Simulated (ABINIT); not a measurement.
# Quasiparticle gap of BaTe (Fm-3m) in ABINIT, part 2 of 3

Wanted: ground state, empty states, screening and self-energy for BaTe (Fm-3m).

ABINIT 10.8.3; PBE and many-body steps on it, plane waves. Known limits of the many-body steps: not at the basis limit; no spin-orbit coupling; coarse k mesh.

So far. Step 2 (Ground state): The gap is indirect, with the least direct gap 0.35 eV higher.

The database entry behind the starting cell differs from later determinations by our own check (about 0.2 % short), so it need not match the best structure at ambient conditions.

### Step 3. Bands along the symmetry lines

Level of this step: DFT, PBE, plane waves, norm-conserving pseudopotentials (ABINIT).

The cheap functional maps the bands first; the places of the edges decide which points the dearer methods must see.

Contents of run.abi:

```
acell 3*1.0 Angstrom
rprim 
  -0.000000000000 3.493000000000 3.493000000000
  3.493000000000 -0.000000000000 3.493000000000
  3.493000000000 3.493000000000 -0.000000000000
ntypat 2
znucl 56 52
natom 2
typat 1 2
xred 
  0.000000000000 0.000000000000 0.000000000000
  0.500000000000 0.500000000000 0.500000000000
pp_dirpath "pseudos"
pseudos "Ba.upf, Te.upf"
ecut 39
iscf -2
irdden 1
kptopt 0
nkpt 50
kpt 
  0.00000000 0.00000000 0.00000000
  0.06250000 0.00000000 0.06250000
  0.12500000 0.00000000 0.12500000
  0.18750000 0.00000000 0.18750000
  0.25000000 0.00000000 0.25000000
  0.31250000 0.00000000 0.31250000
  0.37500000 0.00000000 0.37500000
  0.43750000 0.00000000 0.43750000
  0.50000000 0.00000000 0.50000000
  0.51562500 0.03125000 0.51562500
  0.53125000 0.06250000 0.53125000
  0.54687500 0.09375000 0.54687500
  0.56250000 0.12500000 0.56250000
  0.57812500 0.15625000 0.57812500
  0.59375000 0.18750000 0.59375000
  0.60937500 0.21875000 0.60937500
  0.62500000 0.25000000 0.62500000
  0.37500000 0.37500000 0.75000000
  0.32812500 0.32812500 0.65625000
  0.28125000 0.28125000 0.56250000
  0.23437500 0.23437500 0.46875000
  0.18750000 0.18750000 0.37500000
  0.14062500 0.14062500 0.28125000
  0.09375000 0.09375000 0.18750000
  0.04687500 0.04687500 0.09375000
  0.00000000 0.00000000 0.00000000
  0.06250000 0.06250000 0.06250000
  0.12500000 0.12500000 0.12500000
  0.18750000 0.18750000 0.18750000
  0.25000000 0.25000000 0.25000000
  0.31250000 0.31250000 0.31250000
  0.37500000 0.37500000 0.37500000
  0.43750000 0.43750000 0.43750000
  0.50000000 0.50000000 0.50000000
  0.50000000 0.46875000 0.53125000
  0.50000000 0.43750000 0.56250000
  0.50000000 0.40625000 0.59375000
  0.50000000 0.37500000 0.62500000
  0.50000000 0.34375000 0.65625000
  0.50000000 0.31250000 0.68750000
  0.50000000 0.28125000 0.71875000
  0.50000000 0.25000000 0.75000000
  0.50000000 0.21875000 0.71875000
  0.50000000 0.18750000 0.68750000
  0.50000000 0.15625000 0.65625000
  0.50000000 0.12500000 0.62500000
  0.50000000 0.09375000 0.59375000
  0.50000000 0.06250000 0.56250000
  0.50000000 0.03125000 0.53125000
  0.50000000 0.00000000 0.50000000
istwfk *1
nband 24
nbdbuf 2
tolwfr 1e-08
nstep 40
prtwf 0
prtvol 0
indata_prefix "in"
outdata_prefix "out"
tmpdata_prefix "tmp"
```

The run is started by

```
> OMP_NUM_THREADS=1 mpirun -n 4 abinit run.abi > log
```

Numbers of over 12 decimals in the logs are rounded to 6 here.

What it wrote:

```text
.Version 10.8.3 of ABINIT. v10.8.2 released Aug 2026.

 Symmetries : space group Fm -3 m (#225); Bravais cF (face-center cubic)
[... echo of the input left out ...]
== DATASET  1 ==================================================================
-   mpi_nproc: 4, omp_nthreads: 1 (-1 if OMP is not activated)

--- !DatasetInfo
iteration_state: {dtset: 1, }
dimensions: {natom: 2, nkpt: 50, mband: 24, nsppol: 1, nspinor: 1, nspden: 1, mpw: 6735, }
cutoff_energies: {ecut:  39.0, pawecutdg:  -1.0, }
electrons: {nelect:   3.40000000E+01, charge:   0.00000000E+00, occopt:   1.00000000E+00, tsmear:   1.00000000E-02, }

 Real(R)+Recip(G) space primitive vectors, cartesian coordinates (Bohr,Bohr^-1):
 R(1)=  0.0000000  6.6008134  6.6008134  G(1)= -0.0757482  0.0757482  0.0757482
 R(2)=  6.6008134  0.0000000  6.6008134  G(2)=  0.0757482 -0.0757482  0.0757482
 R(3)=  6.6008134  6.6008134  0.0000000  G(3)=  0.0757482  0.0757482 -0.0757482
 Unit cell volume ucvol=  5.7520461E+02 bohr^3
 Angles (23,13,12)=  6.00000000E+01  6.00000000E+01  6.00000000E+01 degrees

 getcut: wavevector=  0.0000  0.0000  0.0000  ngfft=  54  54  54
         ecut(hartree)=     39.000   => boxcut(ratio)=   2.05841

--- Pseudopotential description ------------------------------------------------
- Ba Generated using ONCVPSP code by D. R. Hamann
- 56.00000  10.00000  220125                  znucl, zion, pspdat
12 -101130 3 -1 1950                          pspcod,pspxc,lmax,lloc,mmax
     nproj     2     2     2     2
  pspatm : epsatm=   23.17068361
         --- l  ekb(1:nproj) -->
             0    6.512073    0.628160
             1    5.329256    0.505044
             2    4.139529    0.899821
[...]
pspatm: atomic psp has been read  and splines computed

- Te Generated using ONCVPSP code by D. R. Hamann
- 52.00000  24.00000  220131                  znucl, zion, pspdat
12 -101130 3 -1 1294                          pspcod,pspxc,lmax,lloc,mmax
     nproj     2     2     2     2
  pspatm : epsatm=   28.89495404
         --- l  ekb(1:nproj) -->
[...]
pspatm: atomic psp has been read  and splines computed

--------------------------------------------------------------------------------

================================================================================
 prteigrs : about to open file out_EIG
 Non-SCF case, kpt    1 (  0.00000  0.00000  0.00000), residuals and eigenvalues=
  7.86E-09  7.80E-10  5.41E-09  7.32E-09  5.52E-09  7.93E-09  3.93E-09  5.15E-09
  8.06E-09  5.54E-09  2.34E-09  4.88E-09  4.53E-09  7.24E-09  3.83E-09  5.42E-09
  3.94E-09  6.18E-09  6.03E-09  7.81E-09  9.31E-09  9.59E-09  9.29E-09  2.62E-07
 -5.6245E+00 -3.7873E+00 -3.7873E+00 -3.7873E+00 -1.1127E+00 -1.1127E+00
 -1.1122E+00 -1.1122E+00 -1.1122E+00 -8.1922E-01 -2.7329E-01 -2.7329E-01
 -2.7329E-01 -1.7934E-01  1.6985E-01  1.6985E-01  1.6985E-01  2.8020E-01
[...]
Non-SCF case, kpt    2 (  0.06250  0.00000  0.06250), residuals and eigenvalues=
[...]
Non-SCF case, kpt    3 (  0.12500  0.00000  0.12500), residuals and eigenvalues=
[...]
Non-SCF case, kpt   49 (  0.50000  0.03125  0.53125), residuals and eigenvalues=
[...]
Non-SCF case, kpt   50 (  0.50000  0.00000  0.50000), residuals and eigenvalues=
[...]
-2.7644E-01 -1.7178E-01  1.3051E-01  1.5687E-01  1.5687E-01  2.2839E-01
  3.3643E-01  3.4439E-01  3.7967E-01  3.8513E-01  3.8513E-01  4.3199E-01

--- !ResultsGS
iteration_state: {dtset: 1, }
comment   : Summary of ground state results
lattice_vectors:
- [ -0.0000000,   6.6008134,   6.6008134, ]
- [  6.6008134,  -0.0000000,   6.6008134, ]
- [  6.6008134,   6.6008134,  -0.0000000, ]
lattice_lengths: [   9.33496,    9.33496,    9.33496, ]
lattice_angles: [ 60.000,  60.000,  60.000, ] # degrees, (23, 13, 12)
lattice_volume:   5.7520461E+02
convergence: {deltae:  0.000E+00, res2:  0.000E+00, residm:  9.992E-09, diffor:  0.000E+00, }
etotal    :  -3.08618118E+02
entropy   :   0.00000000E+00
fermie    :   1.69849852E-01
cartesian_stress_tensor: null
pressure_GPa: null
xred      :
- [  0.0000E+00,   0.0000E+00,   0.0000E+00, Ba]
- [  5.0000E-01,   5.0000E-01,   5.0000E-01, Te]
cartesian_forces: null
force_length_stats: {min: null, max: null, mean: null, }

 Integrated electronic density in atomic spheres:
 ------------------------------------------------
 Atom  Sphere_radius  Integrated_density
[...]
================================================================================

 ----iterations are completed or convergence reached----

 Mean square residual over all n,k,spin=   59.600E-10; max=  99.924E-10
 reduced coordinates (array xred) for    2 atoms
       0.000000000000      0.000000000000      0.000000000000
       0.500000000000      0.500000000000      0.500000000000

 cartesian coordinates (angstrom) at end:
    1      0.000000     0.000000     0.000000
    2      3.493000     3.493000     3.493000
 length scales=  1.889726125908  1.889726125908  1.889726125908 bohr
              =  1.000000000000  1.000000000000  1.000000000000 angstroms
 prteigrs : about to open file out_EIG
 Eigenvalues (hartree) for nkpt=  50  k points:
 kpt#   1, nband= 24, wtk=  1.00000, kpt=  0.0000  0.0000  0.0000 (reduced coord)
[...]
kpt#   2, nband= 24, wtk=  1.00000, kpt=  0.0625  0.0000  0.0625 (reduced coord)
[...]
kpt#   3, nband= 24, wtk=  1.00000, kpt=  0.1250  0.0000  0.1250 (reduced coord)
[...]
kpt#  49, nband= 24, wtk=  1.00000, kpt=  0.5000  0.0313  0.5313 (reduced coord)
[...]
kpt#  50, nband= 24, wtk=  1.00000, kpt=  0.5000  0.0000  0.5000 (reduced coord)
[...]
-1.11212   -0.81853   -0.28116   -0.27644   -0.27644   -0.17178    0.13051    0.15687
   0.15687    0.22839    0.33643    0.34439    0.37967    0.38513    0.38513    0.43199

== END DATASET(S) ==============================================================
================================================================================

 -outvars: echo values of variables after computation  --------
            nband          24
             nkpt          50
          spgroup         225
 [... the other variables as echoed above ...]

 Calculation completed.
```

Run time: 77 s. Hardware: 4 MPI ranks of Arm Neoverse V1, shared host; peak memory 0.41 GiB.

This step gave:

* gap: 1.593 eV
* k of the valence top: 0, 0, 0
* k of the conduction bottom: 0.5, 0, 0.5
* least direct gap: 1.946 eV

The gap is 1.593 eV, as in the run before at this level.

Electronic bands along the path, in eV, zero at the top of the highest filled band:

```tsv
point	band 14	band 15	band 16	band 17	band 18	band 19	band 20	band 21
Γ	-9.50	0.00	0.00	0.00	3.00	3.01	3.01	3.01
halfway	-9.18	-1.47	-0.28	-0.28	2.14	3.85	4.02	4.60
X	-9.30	-1.07	-0.35	-0.35	1.59	4.53	4.75	5.71
halfway	-9.24	-1.05	-0.66	-0.47	1.90	4.84	5.13	5.59
U	-9.10	-1.22	-1.00	-0.73	2.62	5.02	5.23	5.27
jump to K	-9.10	-1.22	-1.00	-0.73	2.62	5.02	5.23	5.27
halfway	-9.04	-1.58	-0.87	-0.50	3.37	3.66	3.98	4.60
Γ	-9.50	0.00	0.00	0.00	3.00	3.01	3.01	3.01
halfway	-9.12	-1.33	-0.63	-0.63	3.16	3.71	3.71	4.91
L	-8.75	-2.18	-1.08	-1.08	4.16	4.85	4.99	4.99
halfway	-8.92	-1.77	-0.98	-0.95	3.72	4.00	5.30	5.51
W	-9.09	-1.24	-0.89	-0.89	3.54	3.54	4.91	5.22
halfway	-9.19	-1.04	-0.84	-0.59	2.20	4.72	5.05	5.49
X	-9.30	-1.07	-0.35	-0.35	1.59	4.53	4.75	5.71
```

The electronic bands as a text plot (rows in eV, shown from -8.0 to 3.6 only):

```
    3.4 |+++++             +    ++++++++++++++++       +++++
    2.9 |++++                      +++++++++                +
    2.4 |    +           ++                                  +
    1.9 |     +++++    ++                                     ++
    1.5 |          ++++                                         +
    1.0 |
    0.5 |
    0.0 |*****                     ********
   -0.5 | *   ************    *******    ****                ****
   -1.0 |  **      ****************        * ********************
   -1.5 |    ******       **    *           ***        ****
   -1.9 |                   ****               ** *****
   -2.4 |                                        *
   -2.9 |
   -3.4 |
   -3.9 |
   -4.4 |
   -4.8 |
   -5.3 |
   -5.8 |
   -6.3 |
   -6.8 |
   -7.3 |
   -7.8 |
         Γ           X  U|K            Γ         L        W     X
```

### Step 4. Empty states on the mesh, 2×2×2 mesh, 79 bands

The sums over transitions need many empty states on a uniform mesh; this step solves for them.

Contents of run.abi:

```
acell 3*1.0 Angstrom
rprim 
  -0.000000000000 3.493000000000 3.493000000000
  3.493000000000 -0.000000000000 3.493000000000
  3.493000000000 3.493000000000 -0.000000000000
ntypat 2
znucl 56 52
natom 2
typat 1 2
xred 
  0.000000000000 0.000000000000 0.000000000000
  0.500000000000 0.500000000000 0.500000000000
pp_dirpath "pseudos"
pseudos "Ba.upf, Te.upf"
ecut 39
ngkpt 2 2 2
nshiftk 1
shiftk 0 0 0
kptopt 1
chksymbreak 0
iscf -2
irdden 1
istwfk *1
nband 79
nbdbuf 6
tolwfr 1e-09
nstep 60
prtvol 0
indata_prefix "in"
outdata_prefix "out"
tmpdata_prefix "tmp"
```

What it wrote:

```text
.Version 10.8.3 of ABINIT. v10.8.2 released Aug 2026.

 Symmetries : space group Fm -3 m (#225); Bravais cF (face-center cubic)
[... echo of the input left out ...]
== DATASET  1 ==================================================================
-   mpi_nproc: 4, omp_nthreads: 1 (-1 if OMP is not activated)
-    --> not optimal distribution: autoparal keyword recommended in input file <--

--- !DatasetInfo
iteration_state: {dtset: 1, }
dimensions: {natom: 2, nkpt: 3, mband: 79, nsppol: 1, nspinor: 1, nspden: 1, mpw: 6735, }
cutoff_energies: {ecut:  39.0, pawecutdg:  -1.0, }
electrons: {nelect:   3.40000000E+01, charge:   0.00000000E+00, occopt:   1.00000000E+00, tsmear:   1.00000000E-02, }

 Real(R)+Recip(G) space primitive vectors, cartesian coordinates (Bohr,Bohr^-1):
 R(1)=  0.0000000  6.6008134  6.6008134  G(1)= -0.0757482  0.0757482  0.0757482
 R(2)=  6.6008134  0.0000000  6.6008134  G(2)=  0.0757482 -0.0757482  0.0757482
 R(3)=  6.6008134  6.6008134  0.0000000  G(3)=  0.0757482  0.0757482 -0.0757482
 Unit cell volume ucvol=  5.7520461E+02 bohr^3
 Angles (23,13,12)=  6.00000000E+01  6.00000000E+01  6.00000000E+01 degrees

 getcut: wavevector=  0.0000  0.0000  0.0000  ngfft=  54  54  54
         ecut(hartree)=     39.000   => boxcut(ratio)=   2.05841

--- Pseudopotential description ------------------------------------------------
- Ba Generated using ONCVPSP code by D. R. Hamann
- 56.00000  10.00000  220125                  znucl, zion, pspdat
12 -101130 3 -1 1950                          pspcod,pspxc,lmax,lloc,mmax
     nproj     2     2     2     2
  pspatm : epsatm=   23.17068361
         --- l  ekb(1:nproj) -->
             0    6.512073    0.628160
             1    5.329256    0.505044
             2    4.139529    0.899821
[...]
pspatm: atomic psp has been read  and splines computed

- Te Generated using ONCVPSP code by D. R. Hamann
- 52.00000  24.00000  220131                  znucl, zion, pspdat
12 -101130 3 -1 1294                          pspcod,pspxc,lmax,lloc,mmax
     nproj     2     2     2     2
  pspatm : epsatm=   28.89495404
         --- l  ekb(1:nproj) -->
[...]
pspatm: atomic psp has been read  and splines computed

--------------------------------------------------------------------------------

================================================================================
 prteigrs : about to open file out_EIG
 Non-SCF case, kpt    1 (  0.00000  0.00000  0.00000), residuals and eigenvalues=
  5.01E-10  3.05E-10  5.00E-10  4.30E-10  4.78E-10  6.90E-10  3.07E-10  2.62E-10
  7.89E-10  3.39E-10  2.95E-10  3.39E-10  6.68E-10  4.59E-10  2.78E-10  4.40E-10
  9.39E-10  3.76E-10  2.03E-10  2.82E-10  5.51E-10  1.42E-10  8.35E-10  6.35E-10
[...]
3.76E-10  7.68E-10  6.23E-10  4.60E-07  1.81E-06  4.75E-06  2.73E-05
 -5.6245E+00 -3.7873E+00 -3.7873E+00 -3.7873E+00 -1.1127E+00 -1.1127E+00
 -1.1122E+00 -1.1122E+00 -1.1122E+00 -8.1922E-01 -2.7329E-01 -2.7329E-01
 -2.7329E-01 -1.7934E-01  1.6985E-01  1.6985E-01  1.6985E-01  2.8020E-01
[...]
1.2946E+00  1.2946E+00  1.2946E+00  1.2957E+00  1.2957E+00  1.2957E+00
  1.3193E+00  1.3193E+00  1.3588E+00  1.4668E+00  1.4668E+00  1.4668E+00
  1.5430E+00
 prteigrs : prtvol=0 or 1, do not print more k-points.

--- !ResultsGS
iteration_state: {dtset: 1, }
comment   : Summary of ground state results
lattice_vectors:
- [ -0.0000000,   6.6008134,   6.6008134, ]
- [  6.6008134,  -0.0000000,   6.6008134, ]
- [  6.6008134,   6.6008134,  -0.0000000, ]
lattice_lengths: [   9.33496,    9.33496,    9.33496, ]
lattice_angles: [ 60.000,  60.000,  60.000, ] # degrees, (23, 13, 12)
lattice_volume:   5.7520461E+02
convergence: {deltae:  0.000E+00, res2:  0.000E+00, residm:  9.999E-10, diffor:  0.000E+00, }
etotal    :  -3.08618118E+02
entropy   :   0.00000000E+00
fermie    :   1.69849852E-01
cartesian_stress_tensor: null
pressure_GPa: null
xred      :
- [  0.0000E+00,   0.0000E+00,   0.0000E+00, Ba]
- [  5.0000E-01,   5.0000E-01,   5.0000E-01, Te]
cartesian_forces: null
force_length_stats: {min: null, max: null, mean: null, }

 Integrated electronic density in atomic spheres:
 ------------------------------------------------
 Atom  Sphere_radius  Integrated_density
[...]
================================================================================

 ----iterations are completed or convergence reached----

 Mean square residual over all n,k,spin=   49.035E-11; max=  99.987E-11
 reduced coordinates (array xred) for    2 atoms
       0.000000000000      0.000000000000      0.000000000000
       0.500000000000      0.500000000000      0.500000000000

 cartesian coordinates (angstrom) at end:
    1      0.000000     0.000000     0.000000
    2      3.493000     3.493000     3.493000
 length scales=  1.889726125908  1.889726125908  1.889726125908 bohr
              =  1.000000000000  1.000000000000  1.000000000000 angstroms
 prteigrs : about to open file out_EIG
 Eigenvalues (hartree) for nkpt=   3  k points:
 kpt#   1, nband= 79, wtk=  0.12500, kpt=  0.0000  0.0000  0.0000 (reduced coord)
[...]
1.13937    1.13937    1.14667    1.18360    1.18360    1.18360    1.25480    1.25480
   1.25480    1.28038    1.29458    1.29458    1.29458    1.29573    1.29573    1.29573
   1.31931    1.31931    1.35876    1.46677    1.46677    1.46677    1.54298
 prteigrs : prtvol=0 or 1, do not print more k-points.

== END DATASET(S) ==============================================================
================================================================================

 -outvars: echo values of variables after computation  --------
            nband          79
             nkpt           3
          spgroup         225
 [... the other variables as echoed above ...]

 Calculation completed.
```

Run time: 20 s. Hardware: 4 MPI ranks; peak memory 0.32 GiB.

Numbers from this step:

```
gap                                                           : 1.593 eV
k of the valence top                                          : 0, 0, 0
k of the conduction bottom                                    : 0.5, 0.5, 0
least direct gap                                              : 1.946 eV
k points computed                                             : 3
lowest point of the top converged band, above the valence top : 31.28 eV
```

On this mesh the gap is 1.593 eV.

### Step 5. Screening, 2×2×2 mesh, 73 bands, screening to 106.1 eV

The RPA dielectric matrix is built and inverted for each q.

This step: RPA screening on PBE, plane waves, norm-conserving pseudopotentials.

run.abi, as its differences from that of step 4:

```diff
@@ -20,10 +20,11 @@
 chksymbreak 0
-iscf -2
-irdden 1
 istwfk *1
-nband 79
-nbdbuf 6
-tolwfr 1e-09
-nstep 60
-prtvol 0
+occopt 1
+irdwfk 1
+optdriver 3
+nband 73
+ecuteps 3.9
+inclvkb 2
+awtr 1
+symchi 1
 indata_prefix "in"
```

What it wrote:

```text
.Version 10.8.3 of ABINIT. v10.8.2 released Aug 2026.

 Symmetries : space group Fm -3 m (#225); Bravais cF (face-center cubic)
[... echo of the input left out ...]
== DATASET  1 ==================================================================
-   mpi_nproc: 4, omp_nthreads: 1 (-1 if OMP is not activated)

--- !DatasetInfo
iteration_state: {dtset: 1, }
dimensions: {natom: 2, nkpt: 3, mband: 73, nsppol: 1, nspinor: 1, nspden: 1, mpw: 6735, }
cutoff_energies: {ecut:  39.0, pawecutdg:  -1.0, }
electrons: {nelect:   3.40000000E+01, charge:   0.00000000E+00, occopt:   1.00000000E+00, tsmear:   1.00000000E-02, }

 SCREENING: Calculation of the susceptibility and dielectric matrices

 Based on a program developped by R.W. Godby, V. Olevano, G. Onida, and L. Reining.
 Incorporated in ABINIT by V. Olevano, G.-M. Rignanese, and M. Torrent.
.Using double precision arithmetic ; gwpc =  8

[... cell and pseudopotentials left out ...]
--------------------------------------------------------------------------------

 ==== K-mesh for the wavefunctions ====
 Number of points in the irreducible wedge :     3
[... list of points left out ...]
 Together with 48 symmetry operations and time-reversal symmetry
 yields     8 points in the full Brillouin Zone.

 ==== Q-mesh for the screening function ====
 Number of points in the irreducible wedge :     3
[... list of points left out ...]
 Together with 48 symmetry operations and time-reversal symmetry
 yields     8 points in the full Brillouin Zone.

 setmesh: FFT mesh size selected  =    36x   36x   36
          total number of points  =        46656

 vcoul_init : cutoff-mode = AUXILIARY_FUNCTION
 q-points for optical limit:   1
     1)      0.000010    0.000020    0.000030

- screening: taking advantage of time-reversal symmetry
- Maximum band index for partially occupied states nbvw = 17
- Remaining bands to be divided among processors   nbcw = 56
- Number of bands treated by each node ~14

 Number of electrons calculated from density =   34.0000; Expected =   34.0000
 average of density, n =  0.059109
 r_s =    1.5925
 omega_plasma =   23.4522 [eV]

 calculating chi0 at frequencies [eV] :
  1    0.000000E+00    0.000000E+00
  2    0.000000E+00    2.345222E+01

--------------------------------------------------------------------------------
  q-point number  1        q = ( 0.000000, 0.000000, 0.000000) [r.l.u.]
--------------------------------------------------------------------------------
[... chi0 elements left out ...]
 For q-point:  0.000010 0.000020 0.000030
  dielectric constant =  10.9885
  dielectric constant without local fields =  13.3179

  Average fulfillment of the sum rule on Im[epsilon] for q-point    1 :     47.42  [%]
[... wings left out ...]
  q-point number  2        q = ( 0.500000, 0.000000, 0.000000) [r.l.u.]
--------------------------------------------------------------------------------
[... chi0 elements left out ...]
  Average fulfillment of the sum rule on Im[epsilon] for q-point    2 :     55.94  [%]

 [... 1 further q-points ...]
```

Wall time 7.9 s (4 MPI ranks); peak memory 0.75 GiB; 31 s of CPU time.

This step gave:

```yaml
eps_infinity_with_local_fields_on_this_mesh_along_the_program_s_q_direction: 10.99
the_same_without_local_fields: 13.32
plasma_frequency: 23.45 eV
plane_waves_in_the_screening_matrix: 181
```

Local fields lower ε∞ by 17 %. On a Γ-centred mesh this coarse the value itself is usually too large, while a short band sum pulls it down.

(Part 2 of 3 ends here.)

[Paths, hosts, dates, memory and timing lines, banners, echoed tables and standing remarks are left out of the program output.]

[Logs are printed without paths, hosts, clocks, repeated set-up lines and the standing remarks that a program may print on its own settings, such as how far it seeks lower states.]

[Runs of the session that timed out or met a known fault of the program may be left out.]

[Hosts, paths, dates, database ids (printed as entryN), source tags and the programs' standing remarks are cut or masked in the printed files.]

[G0W0 gaps are taken among the corrected bands and points alone; a level outside them can change the order at an edge.]

[Where Ansatz stands beside ABINIT at settings called matched, ABINIT's density can come from a denser mesh and the files from another edition; pairs whose starting gaps differed by over 0.03 eV were left out, so agreement reads better than it is.]
